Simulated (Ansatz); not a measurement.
## Relaxing NaCl in the wurtzite type

First guess:

```yaml
crystal:
  lattice:
    - [4.26352, 0.00000, 0.00000]
    - [-2.13176, 3.69232, 0.00000]
    - [0.00000, 0.00000, 6.94954]
  atoms:
    - { symbol: Na, position: [0.33333, 0.66667, 0.00000] }
    - { symbol: Na, position: [0.66667, 0.33333, 0.50000] }
    - { symbol: Cl, position: [0.33333, 0.66667, 0.37600] }
    - { symbol: Cl, position: [0.66667, 0.33333, 0.87600] }
```

The calculation used DFT, PBE, PAW with Ansatz's default frozen-core files, scalar-relativistic (Ansatz 0.2.0).

Cell and atoms relax within the symmetry of the start on a 10×10×6 k mesh with 0.03 eV Fermi–Dirac smearing.

The start is built from a prototype, known or not as a phase of this compound; the cutoff is 420 eV.

**Question.** What is the pressure of the first guess?

**Answer.** 2.39 GPa.

**Question.** What does it relax to?

**Answer.** a = 4.779 Å, b = 4.779 Å, c = 5.658 Å, α = 90.00°, β = 90.00°, γ = 120.00° (conventional cell), 27.98 Å³ per atom:
```cif
data_structure
_symmetry_space_group_name_H-M 'P6_3/mmc'
_symmetry_Int_Tables_number 194
_cell_length_a 4.7790
_cell_length_b 4.7790
_cell_length_c 5.6583
_cell_angle_alpha 90.000
_cell_angle_beta 90.000
_cell_angle_gamma 120.000
_cell_volume 111.91
loop_
_atom_site_label
_atom_site_type_symbol
_atom_site_symmetry_multiplicity
_atom_site_Wyckoff_symbol
_atom_site_fract_x
_atom_site_fract_y
_atom_site_fract_z
_atom_site_occupancy
Na1 Na 2 d 0.33333 0.66667 0.75000 1
Cl1 Cl 2 c 0.33333 0.66667 0.25000 1
```
It has left the symmetry of the starting type.

**Question.** How much energy does the relaxation release?

**Answer.** 52 meV/atom.
